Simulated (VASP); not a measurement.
## VASP 6.6.1, LDA relaxation of cell and atoms, SiC (wurtzite)

INCAR

```
EDIFF = 1E-7
LCHARG = .FALSE.
IBRION = 2
LASPH = .TRUE.
ENCUT = 600
ISMEAR = -1
NELM = 120
LREAL = .FALSE.
LWAVE = .FALSE.
EDIFFG = -5E-3
SIGMA = 0.02
PREC = Accurate
ISIF = 3
NSW = 40
NBANDS = 16
GGA = CA
```

KPOINTS

```
KPOINTS created by Atomic Simulation Environment
0
Gamma
12 12 4
0 0 0
```

POSCAR

```
Si C
 1.0000000000000000
     3.0918273680621127    0.0000000000301718    0.0000000000000000
    -1.5459136840571859    2.6776010448426839   -0.0000000000000000
     0.0000000000000000    0.0000000000000000    5.0742733052383189
 Si  C
   2   2
Cartesian
 -0.0000000000174197  1.7850673632385132 -0.0020976691091829
  1.5459136840223464  0.8925336816343424  2.5350389835099767
 -0.0000000000174197  1.7850673632385132  1.9049501585735527
  1.5459136840223464  0.8925336816343424  4.4420868111927128
```

VASP ran with the recommended LDA PAW datasets (16 valence electrons in the cell).

Command

```
mpirun -np 1 vasp_std
```

From OUTCAR

```
k-points           NKPTS =     57   k-points in BZ     NKDIM =     57   number of bands    NBANDS=     16

   NELECT =      16.0000    total number of electrons

   dimension x,y,z NGX =    24 NGY =   24 NGZ =   40
   dimension x,y,z NGXF=    48 NGYF=   48 NGZF=   80

  energy-cutoff  :      600.00
  volume of cell :       40.62
      direct lattice vectors                 reciprocal lattice vectors
     3.057354153  0.000000000  0.000000000     0.327080197  0.188839840  0.000000000
    -1.528677076  2.647746365  0.000000000    -0.000000000  0.377679680  0.000000000
     0.000000000  0.000000000  5.017644798     0.000000000  0.000000000  0.199296690

 k-points in reciprocal lattice and weights: KPOINTS created by Atomic Simulation Env
   0.00000000  0.00000000  0.00000000       0.002
   0.08333333  0.00000000  0.00000000       0.010
   0.16666667  0.00000000  0.00000000       0.010
   0.25000000  0.00000000  0.00000000       0.010
   0.33333333  0.00000000  0.00000000       0.010
   0.41666667  0.00000000  0.00000000       0.010
   0.50000000  0.00000000  0.00000000       0.005
   0.08333333  0.08333333  0.00000000       0.010
   ...

 E-fermi :   8.8312

 k-point     1 :       0.0000    0.0000    0.0000
  band No.  band energies     occupation
      1      -7.2028      2.00000
      2      -3.5173      2.00000
      3      -0.4001      2.00000
      4       7.0971      2.00000
      5       7.0971      2.00000
      6       8.3068      2.00000
      7       8.4217      2.00000
      8       8.4217      2.00000
      9      13.3390      0.00000
     10      14.8336      0.00000
     11      15.0842      0.00000
     12      15.0842      0.00000
     13      16.2314      0.00000
     14      17.3966      0.00000
     15      17.3966      0.00000
     16      19.7306      0.00000

 k-point     2 :       0.0833    0.0000    0.0000
  band No.  band energies     occupation
      1      -7.0802      2.00000
      2      -3.4119      2.00000
      3      -0.2862      2.00000
      4       6.4102      2.00000
      5       6.8812      2.00000
      6       7.9702      2.00000
      7       8.2293      2.00000
      8       8.3564      2.00000
      9      13.7229      0.00000
     10      14.6778      0.00000
     11      15.2218      0.00000
     12      15.3383      0.00000
     13      16.4204      0.00000
     14      17.1276      0.00000
     15      17.6977      0.00000
     16      18.8166      0.00000

 k-point     3 :       0.1667    0.0000    0.0000
  band No.  band energies     occupation
      1      -6.7151      2.00000
      2      -3.1044      2.00000
      3       0.0470      2.00000
      4       4.9059      2.00000
      5       6.3947      2.00000
      6       6.8702      2.00000
      7       7.9440      2.00000
      8       8.1361      2.00000
      9      13.2897      0.00000
     10      15.2551      0.00000
     11      15.5697      0.00000
     12      15.8166      0.00000
     13      15.8799      0.00000
     14      17.5369      0.00000
     15      18.0008      0.00000
     16      18.3363      0.00000

 k-point     4 :       0.2500    0.0000    0.0000
  band No.  band energies     occupation
      1      -6.1182      2.00000
      2      -2.6300      2.00000
      3       0.5568      2.00000
      4       3.2494      2.00000
      5       5.4885      2.00000
      6       5.8686      2.00000
      7       7.3913      2.00000
      8       7.8157      2.00000
      9      12.4345      0.00000
     10      14.2106      0.00000
     11      15.8294      0.00000
     12      16.0733      0.00000
     13      16.5079      0.00000
     14      17.7026      0.00000
     15      18.5121      0.00000
     16      19.2275      0.00000

 k-point     5 :       0.3333    0.0000    0.0000
  band No.  band energies     occupation
      1      -5.3158      2.00000
      2      -2.1100      2.00000
      3       0.9303      2.00000
      4       2.0844      2.00000
      5       4.0704      2.00000
      6       5.4343      2.00000
      7       6.5540      2.00000
      8       7.5079      2.00000
      9      11.7358      0.00000
     10      13.2590      0.00000
     11      15.7205      0.00000
     12      15.8537      0.00000
     13      16.9683      0.00000
     14      18.2401      0.00000
     15      19.3717      0.00000
     16      20.5241      0.00000

 k-point     6 :       0.4167    0.0000    0.0000
  band No.  band energies     occupation
      1      -4.3887      2.00000
      2      -1.9714      2.00000
      3       0.5585      2.00000
      4       2.4070      2.00000
      5       2.8382      2.00000
      6       5.1552      2.00000
      7       5.5969      2.00000
      8       7.2953      2.00000
      9      11.2856      0.00000
     10      12.7386      0.00000
     11      15.4678      0.00000
     12      15.6185      0.00000
     13      17.7291      0.00000
     14      18.5105      0.00000
     15      19.5186      0.00000
     16      20.6857      0.00000

 k-point     7 :       0.5000    0.0000    0.0000
  band No.  band energies     occupation
      1      -3.7798      2.00000
      2      -2.3033      2.00000
      3       0.6348      2.00000
      4       2.1045      2.00000
      5       2.9130      2.00000
      6       5.0543      2.00000
      7       5.0594      2.00000
      8       7.2202      2.00000
      9      11.1299      0.00000
     10      12.5800      0.00000
     11      15.3696      0.00000
     12      15.5287      0.00000
     13      18.5274      0.00000
     14      18.6181      0.00000
     15      18.7778      0.00000
     16      20.9102      0.00000

 k-point     8 :       0.0833    0.0833    0.0000
  band No.  band energies     occupation
      1      -6.8363      2.00000
      2      -3.2053      2.00000
      3      -0.0624      2.00000
      4       5.4504      2.00000
      5       6.3059      2.00000
      6       7.3855      2.00000
      7       8.0505      2.00000
      8       8.1046      2.00000
      9      14.1330      0.00000
     10      14.2800      0.00000
     11      15.4143      0.00000
     12      15.8350      0.00000
     13      16.5842      0.00000
     14      16.8055      0.00000
     15      18.0219      0.00000
     16      18.6672      0.00000

 k-point     9 :       0.1667    0.0833    0.0000
  band No.  band energies     occupation
      1      -6.3548      2.00000
      2      -2.8121      2.00000
      3       0.3641      2.00000
      4       4.0144      2.00000
      5       5.4540      2.00000
      6       6.4059      2.00000
      7       7.6523      2.00000
      8       7.7054      2.00000
      9      13.3949      0.00000
     10      14.6015      0.00000
     11      15.5051      0.00000
     12      15.7297      0.00000
     13      16.4168      0.00000
     14      17.4950      0.00000
     15      18.0404      0.00000
     16      19.0611      0.00000

 k-point    10 :       0.2500    0.0833    0.0000
  band No.  band energies     occupation
      1      -5.6527      2.00000
      2      -2.2992      2.00000
      3       0.8858      2.00000
      4       2.5745      2.00000
      5       4.5272      2.00000
      6       5.3844      2.00000
      7       6.9793      2.00000
      8       7.3025      2.00000
      9      12.6514      0.00000
     10      13.5750      0.00000
     11      15.7534      0.00000
     12      16.1503      0.00000
     13      16.5574      0.00000
     14      18.1052      0.00000
     15      18.4781      0.00000
     16      20.0297      0.00000

 k-point    11 :       0.3333    0.0833    0.0000
  band No.  band energies     occupation
      1      -4.7737      2.00000
      2      -1.9080      2.00000
      3       0.8107      2.00000
      4       2.2135      2.00000
      5       3.3908      2.00000
      6       4.7796      2.00000
      7       6.0744      2.00000
      8       6.9897      2.00000
      9      12.1433      0.00000
     10      12.7379      0.00000
     11      15.6152      0.00000
     12      16.0767      0.00000
     13      17.4085      0.00000
     14      18.5201      0.00000
     15      19.2826      0.00000
     16      20.2866      0.00000

 k-point    12 :       0.4167    0.0833    0.0000
  band No.  band energies     occupation
      1      -3.8916      2.00000
      2      -2.1365      2.00000
      3       0.6666      2.00000
      4       2.3296      2.00000
      5       2.8629      2.00000
      6       4.5467      2.00000
      7       5.2177      2.00000
      8       6.8215      2.00000
      9      11.8933      0.00000
     10      12.3210      0.00000
     11      15.4535      0.00000
     12      16.0947      0.00000
     13      18.2889      0.00000
     14      18.5280      0.00000
     15      19.1715      0.00000
     16      20.7442      0.00000

 ...

  Total        0.0068758      0.0068758      0.0068468     -0.0000000      0.0000000      0.0000000
  in kB        0.2712146      0.2712146      0.2700717     -0.0000000      0.0000000      0.0000000
  external PRESSURE =       0.2708336 kB  Pullay stress =       0.0000000 kB

 POSITION                                       TOTAL-FORCE (eV/Angst)
 -----------------------------------------------------------------------------------
     -0.00000      1.76516      5.01561         0.000000      0.000000     -0.000864
      1.52868      0.88258      2.50679        -0.000000     -0.000000     -0.000864
     -0.00000      1.76516      1.88365        -0.000000      0.000000      0.000864
      1.52868      0.88258      4.39247         0.000000      0.000000      0.000864
 -----------------------------------------------------------------------------------
    total drift:                                0.000000      0.000000     -0.000043

  FREE ENERGIE OF THE ION-ELECTRON SYSTEM (eV)
  ---------------------------------------------------
  free  energy   TOTEN  =       -33.2807837226 eV

  energy  without entropy=      -33.2807837226  energy(sigma->0) =      -33.28078372
```

CONTCAR

```
Si C
   1.00000000000000
     3.0573541526685499    0.0000000000298354    0.0000000000000000
    -1.5286770763601132    2.6477463645618942    0.0000000000000000
     0.0000000000000000    0.0000000000000000    5.0176447977760921
  Si              C
     2     2
Direct
     0.3333333333333357    0.6666666666666643    0.9995954554563724
     0.6666666666666643    0.3333333333333357    0.4995954554563724
     0.3333333333333357    0.6666666666666643    0.3754045445436276
     0.6666666666666643    0.3333333333333357    0.8754045445436276

  0.00000000E+00  0.00000000E+00  0.00000000E+00
  0.00000000E+00  0.00000000E+00  0.00000000E+00
  0.00000000E+00  0.00000000E+00  0.00000000E+00
  0.00000000E+00  0.00000000E+00  0.00000000E+00
```

```
relaxed cell vector lengths : 3.057, 3.057, 5.018 Å
relaxed cell volume         : 40.62 Å³
```

The run was restarted once from its relaxed cell; OSZICAR and OUTCAR are the second run's.

The run (the restart alone) took about 12 s on one core of a shared host (Intel Xeon 6975P-C) and held 0.16 GiB at most.
